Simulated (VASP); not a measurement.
# Sn (Fd-3m) in VASP: band structure with PBE

Aim: the band structure of Sn with PBE.

Everything below comes from runs of VASP 6.6.1. Logs are shortened: lines on timing, memory, paths and dates and some standing lists are left out, and cuts for length are marked.

## (1) Starting point

It takes space group Fd-3m (No. 227, cubic). The conventional cell has a = 6.467 Å, b = 6.467 Å, c = 6.467 Å, α = 90.00°, β = 90.00°, γ = 90.00°. Around Sn (site symmetry -43m) lie 4 Sn at 2.80 Å.

This isn't the form of Sn at room conditions, which is tetragonal (white tin).

## (2) Band structure, PBE

INCAR

```
  PREC = Accurate
  ENCUT = 520
  EDIFF = 1E-7
  ISMEAR = 0
  SIGMA = 0.02
  LREAL = False
  LASPH = True
  NELM = 80
  ALGO = Normal
  ISIF = 2
  LWAVE = False
  LCHARG = False
  GGA = PE
  NBANDS = 21
```

KPOINTS

```
regular mesh
0
Gamma
  8 8 8
```

POSCAR

```
Sn
1.0
    0.0000000000      3.2333428000      3.2333428000
    3.2333428000      0.0000000000      3.2333428000
    3.2333428000      3.2333428000      0.0000000000
Sn
2
Direct
    0.0000000000      0.0000000000      0.0000000000
    0.2500000000      0.2500000000      0.2500000000
```

KPOINTS_OPT

```
path GXWKGLUWLK,UX
20
line-mode
reciprocal
 0.0000000000  0.0000000000  0.0000000000  G
 0.5000000000  0.0000000000  0.5000000000  X

 0.5000000000  0.0000000000  0.5000000000  X
 0.5000000000  0.2500000000  0.7500000000  W

 0.5000000000  0.2500000000  0.7500000000  W
 0.3750000000  0.3750000000  0.7500000000  K

 0.3750000000  0.3750000000  0.7500000000  K
 0.0000000000  0.0000000000  0.0000000000  G

 0.0000000000  0.0000000000  0.0000000000  G
 0.5000000000  0.5000000000  0.5000000000  L

 0.5000000000  0.5000000000  0.5000000000  L
 0.6250000000  0.2500000000  0.6250000000  U

 0.6250000000  0.2500000000  0.6250000000  U
 0.5000000000  0.2500000000  0.7500000000  W

 0.5000000000  0.2500000000  0.7500000000  W
 0.5000000000  0.5000000000  0.5000000000  L

 0.5000000000  0.5000000000  0.5000000000  L
 0.3750000000  0.3750000000  0.7500000000  K

 0.6250000000  0.2500000000  0.6250000000  U
 0.5000000000  0.0000000000  0.5000000000  X
```

Potentials or basis: VASP PAW PBE potentials, release 64 (Sn_d).

Run with:

```sh
> cat potpaw_PBE.64/Sn_d/POTCAR > POTCAR
> mpirun -np 1 vasp_std > vasp.out
```

OUTCAR:

```text
PREC = Accurate
   ENCUT = 520
   EDIFF = 1E-7
   ISMEAR = 0
   LREAL = False
   LASPH = True
   NELM = 80
   ISIF = 2
   GGA = PE

 ion  position               nearest neighbor table
   1  0.000  0.000  0.000-   2 2.80   2 2.80   2 2.80   2 2.80
   2  0.250  0.250  0.250-   1 2.80   1 2.80   1 2.80   1 2.80

  LATTYP: Found a face centered cubic cell.
 ALAT       =     6.4666856000

  Lattice vectors:

 A1 = (   0.0000000000,   3.2333428000,   3.2333428000)
 A2 = (   3.2333428000,   0.0000000000,   3.2333428000)
 A3 = (   3.2333428000,   3.2333428000,   0.0000000000)

Analysis of symmetry for initial positions (statically):
=====================================================================
 Subroutine PRICEL returns:
 Original cell was already a primitive cell.

 Routine SETGRP: Setting up the symmetry group for a
 face centered cubic supercell.

 Subroutine GETGRP returns: Found 48 space group operations
 (whereof 24 operations were pure point group operations)
 out of a pool of 48 trial point group operations.

The static configuration has the point symmetry T_d .
 The point group associated with its full space group is O_h .

Analysis of symmetry for dynamics (positions and initial velocities):
=====================================================================
 Subroutine PRICEL returns:
 Original cell was already a primitive cell.

 Routine SETGRP: Setting up the symmetry group for a
 face centered cubic supercell.

 Subroutine GETGRP returns: Found 48 space group operations
 (whereof 24 operations were pure point group operations)
 out of a pool of 48 trial point group operations.

The dynamic configuration has the point symmetry T_d .
 The point group associated with its full space group is O_h .

 Subroutine INISYM returns: Found 48 space group operations
 (whereof 24 operations are pure point group operations),
 and found     1 'primitive' translations

----------------------------------------------------------------------------------------

                                     Primitive cell

  volume of cell :      67.6060

  direct lattice vectors                    reciprocal lattice vectors
     0.000000000  3.233342800  3.233342800    -0.154638723  0.154638723  0.154638723
     3.233342800  0.000000000  3.233342800     0.154638723 -0.154638723  0.154638723
     3.233342800  3.233342800  0.000000000     0.154638723  0.154638723 -0.154638723

[... 80 lines left out ...]
   LASPH  =      T    aspherical Exc in radial PAW
   ENCUT  =  520.0 eV  38.22 Ry    6.18 a.u.   8.50  8.50  8.50*2*pi/ulx,y,z
   NELM   =     80;   NELMIN=  2; NELMDL= -5     # of ELM steps
   EDIFF  = 0.1E-06   stopping-criterion for ELM
   LREAL  =      F    real-space projection
   EDIFFG = 0.1E-05   stopping-criterion for IOM
   NSW    =      0    number of steps for IOM
   IBRION =     -1    ionic relax: 0-MD 1-quasi-New 2-CG
   NFREE  =      0    steps in history (QN), initial steepest desc. (CG)
   ISIF   =      2    stress and relaxation
   ISYM   =      2    0-nonsym 1-usesym 2-fastsym
   POTIM  = 0.5000    time-step for ionic-motion
   TEBEG  =    0.0;   TEEND  =   0.0 temperature during run
   PSTRESS=    0.0 pullay stress
   NELECT =      28.0000    total number of electrons
   NUPDOWN=      -1.0000    fix difference up-down
   EMIN   =  10.00;   EMAX   =-10.00  energy-range for DOS
   EFERMI =   0.00;   METHOD = LEGACY
   ISMEAR =     0;   SIGMA  =   0.02  broadening in eV -4-tet -1-fermi 0-gaus
   EFERMI_NEDOS =   21; number of points for ismear=-14 and -15
   IALGO  =     38    algorithm
   IMIX   =      4    mixing-type and parameters
     AMIX     =   0.40;   BMIX     =  1.00
     AMIX_MAG =   1.60;   BMIX_MAG =  1.00
  volume/ion in A,a.u.               =      33.80       228.11
  Fermi-wavevector in a.u.,A,eV,Ry     =   1.220298  2.306028 20.260793  1.489126
  Thomas-Fermi vector in A             =   2.355520
   LORBIT       =      0    0 simple, 1 ext, 2 COOP (PROOUT), +10 PAW based schemes
   GGA     = PE    functional components
   LHFCALC =     F    Hartree Fock is set to
   AEXX    =    0.0000 exact exchange contribution
   IVDW    =     0    specifies the selected vdW correction
   LEPSILON=     F    determine dielectric tensor
   LRPA    =     F    only Hartree local field effects (RPA)
 non-spin polarized calculation
 Gauss-broadening in eV      SIGMA  =   0.02
  energy-cutoff  :      520.00
  volume of cell :       67.61
 maximum number of plane-waves:      1841
 NGX is ok and might be reduce to    36
   NGX = 17   NGY = 17   NGZ = 17

 number of electron      28.0000008 magnetization

 Free energy of the ion-electron system (eV)
  ---------------------------------------------------
  ext. energy  EPLUGINS =         0.00000000
  ---------------------------------------------------
  free energy    TOTEN  =        -7.61847447 eV

  energy without entropy =       -7.61838632  energy(sigma->0) =       -7.61843039

 E-fermi :   5.7708     XC(G=0):  -8.9207

 val. band max:        5.5535450047   @ k =   0.1250   0.0000   0.0000
 cond. band min:       5.7707638626   @ k =   0.5000   0.0000   0.0000
 fundamental gap:      0.2172188579
 Fermi energy:         5.7707638574

 k-point     1 :       0.0000    0.0000    0.0000
  band No.  band energies     occupation
      1     -15.9489      2.00000
      2     -15.9489      2.00000
      3     -15.9489      2.00000
      4     -15.8878      2.00000
      5     -15.8878      2.00000
      6     -15.5701      2.00000
[... 565 lines left out ...]
     20      14.3319      0.00000
     21      14.8761      0.00000

 [... further k-points ...]

------------------------ aborting loop because EDIFF is reached ----------------------------------------

  FORCE on cell =-STRESS in cart. coord.  units (eV):
  Direction    XX          YY          ZZ          XY          YZ          ZX
  --------------------------------------------------------------------------------------
  -------------------------------------------------------------------------------------
  Total        1.5776472      1.5776472      1.5776472     -0.0000000      0.0000000     -0.0000000
  in kB       37.3882563     37.3882563     37.3882563     -0.0000000      0.0000000     -0.0000000
  external PRESSURE =      37.3882563 kB  Pullay stress =       0.0000000 kB

 VOLUME and BASIS-vectors are now :
 -----------------------------------------------------------------------------
  energy-cutoff  :      520.00
  volume of cell :       67.61
      direct lattice vectors                 reciprocal lattice vectors
     0.000000000  3.233342800  3.233342800    -0.154638723  0.154638723  0.154638723
     3.233342800  0.000000000  3.233342800     0.154638723 -0.154638723  0.154638723
     3.233342800  3.233342800  0.000000000     0.154638723  0.154638723 -0.154638723

 POSITION                                       TOTAL-FORCE (eV/Angst)
 -----------------------------------------------------------------------------------
      0.00000      0.00000      0.00000         0.000000     -0.000000     -0.000000
      1.61667      1.61667      1.61667        -0.000000      0.000000      0.000000
 -----------------------------------------------------------------------------------
    total drift:                                0.000000      0.000000      0.000000

  FREE ENERGIE OF THE ION-ELECTRON SYSTEM (eV)
  ---------------------------------------------------
  free  energy   TOTEN  =        -7.6184744718 eV

  energy  without entropy=       -7.6183863170  energy(sigma->0) =       -7.61843039
```

OSZICAR:

```text
N       E                     dE             d eps       ncg     rms          rms(c)
DAV:   1     0.230301154827E+03    0.23030E+03   -0.14592E+04  1243   0.191E+03
DAV:   2     0.178150645845E+02   -0.21249E+03   -0.20802E+03  1228   0.454E+02
DAV:   3    -0.683393991862E+01   -0.24649E+02   -0.24518E+02  1403   0.142E+02
DAV:   4    -0.764993586888E+01   -0.81600E+00   -0.81547E+00  1393   0.286E+01
DAV:   5    -0.768232890810E+01   -0.32393E-01   -0.32392E-01  1786   0.535E+00    0.330E+00
DAV:   6    -0.763745091212E+01    0.44878E-01   -0.29566E-02  1634   0.209E+00    0.192E+00
DAV:   7    -0.761614868220E+01    0.21302E-01   -0.46524E-02  1334   0.219E+00    0.163E-01
DAV:   8    -0.761805396585E+01   -0.19053E-02   -0.56535E-03  1368   0.800E-01    0.531E-02
DAV:   9    -0.761844763103E+01   -0.39367E-03   -0.47206E-04  1374   0.136E-01    0.126E-02
DAV:  10    -0.761846999255E+01   -0.22362E-04   -0.38387E-05  1511   0.515E-02    0.585E-03
[... 62 further cycles ...]
DAV:   1     0.492763768254E+03   -0.25289E+05     1112
DAV:   2    -0.497911193286E+04   -0.54719E+04     1102
DAV:   3    -0.559459062218E+04   -0.61548E+03     1302
DAV:   4    -0.561443198787E+04   -0.19841E+02     1327
DAV:   5    -0.561526216279E+04   -0.83017E+00     1554
DAV:   6    -0.561527940081E+04   -0.17238E-01     1428
DAV:   7    -0.561528018371E+04   -0.78290E-03     1594
DAV:   8    -0.561528019099E+04   -0.72877E-05     1413
DAV:   9    -0.561528019115E+04   -0.15615E-06      829
DAV:  10    -0.561528019121E+04   -0.54424E-07      901
```

stdout:

```text
POSCAR found type information on POSCAR Sn
 POSCAR found :  1 types and       2 ions
 scaLAPACK will be used
 LDA part: xc-table for (Slater+PW92), standard interpolation
 POSCAR, INCAR and KPOINTS ok, starting setup
 FFT: planning ... GRIDC
 FFT: planning ... GRID_SOFT
 FFT: planning ... GRID
 WAVECAR not read
 entering main loop
 Start KPOINTS_OPT (optional k-point list driver)
k-point batch [1-29\200]
k-point batch [30-58\200]
k-point batch [59-87\200]
k-point batch [88-116\200]
k-point batch [117-145\200]
k-point batch [146-174\200]
k-point batch [175-200\200]
```

Wall time 4.3 min (1 thread of AMD EPYC 7R13 (Zen 3), shared host); peak memory 0.2 GiB.

Results:

```yaml
Free_energy: -7.6185 eV
Pressure: 3.7 GPa
Band_gap_along_the_path: none (metal or under the smearing width)
```

Levels at the corners of the path, in eV from the Fermi level:
```tsv
point	band 10	band 11	band 12	band 13	band 14	band 15	band 16	band 17	band 18	band 19
Γ	-21.33	-10.69	-0.58	0.07	0.07	0.07	2.15	2.15	2.15	5.01
X	-21.26	-7.56	-7.56	-2.51	-2.51	0.80	0.80	7.78	7.78	9.38
X	-21.26	-7.56	-7.56	-2.51	-2.51	0.80	0.80	7.78	7.78	9.38
W	-21.24	-7.50	-7.50	-3.10	-3.10	3.44	3.44	4.03	4.03	9.13
W	-21.24	-7.50	-7.50	-3.10	-3.10	3.44	3.44	4.03	4.03	9.13
K	-21.24	-7.97	-7.07	-3.43	-2.15	1.08	3.37	5.79	6.03	6.81
K	-21.24	-7.97	-7.07	-3.43	-2.15	1.08	3.37	5.79	6.03	6.81
Γ	-21.33	-10.69	-0.58	0.07	0.07	0.07	2.15	2.15	2.15	5.01
Γ	-21.33	-10.69	-0.58	0.07	0.07	0.07	2.15	2.15	2.15	5.01
L	-21.28	-9.05	-6.35	-1.15	-1.15	0.00	3.22	3.22	5.63	8.55
L	-21.28	-9.05	-6.35	-1.15	-1.15	0.00	3.22	3.22	5.63	8.55
U	-21.24	-7.97	-7.07	-3.43	-2.15	1.08	3.37	5.79	6.03	6.81
U	-21.24	-7.97	-7.07	-3.43	-2.15	1.08	3.37	5.79	6.03	6.81
W	-21.24	-7.50	-7.50	-3.10	-3.10	3.44	3.44	4.03	4.03	9.13
W	-21.24	-7.50	-7.50	-3.10	-3.10	3.44	3.44	4.03	4.03	9.13
L	-21.28	-9.05	-6.35	-1.15	-1.15	0.00	3.22	3.22	5.63	8.55
L	-21.28	-9.05	-6.35	-1.15	-1.15	0.00	3.22	3.22	5.63	8.55
K	-21.24	-7.97	-7.07	-3.43	-2.15	1.08	3.37	5.79	6.03	6.81
U	-21.24	-7.97	-7.07	-3.43	-2.15	1.08	3.37	5.79	6.03	6.81
X	-21.26	-7.56	-7.56	-2.51	-2.51	0.80	0.80	7.78	7.78	9.38
```

Caveat: spin-orbit coupling is left out, which moves the levels of the heavy elements.
